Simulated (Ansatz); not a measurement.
Co, 2 atoms in the cell. The structure is hexagonal, space group P6_3/mmc (No. 194). The conventional cell has a = 2.472 Å, b = 2.472 Å, c = 4.021 Å, α = 90.00°, β = 90.00°, γ = 120.00°. Co (site symmetry -6m2) is surrounded by 12 Co at 2.47 Å. 

| Property | Result |
| --- | --- |
| Program | Ansatz 0.2.0 |
| Task | single point |
| Functional | r2SCAN0 |
| Potentials or basis | Ansatz PAW |
| Cutoff | 500 eV (not typed: the program's choice for these potentials) |
| k mesh | 6 × 6 × 4 |
| Occupations | fermi-dirac, width 0.05 eV |
| Spin | collinear spin, ferromagnetic start |
| Starting moments | [2.0, 2.0] μB |

Potentials or basis: Ansatz PAW.

Launch:

```bash
$ ansatz run input.yaml --threads 2 --pin off --max-ram 5632MiB --backend cpu --events-out ev --progress --plain --runs-dir out
```

Hardware: 2 threads of Intel(R) Xeon(R) Processor @ 2.70GHz, on a shared host.

Problem. Estimate the wall time of this run.

Solution. Wall time 100 s on 2 threads of Intel(R) Xeon(R) Processor @ 2.70GHz, with other jobs on the host, peak memory 0.83 GiB. Counts: scf iterations 134, plane waves 549, k points 21, bands 23.
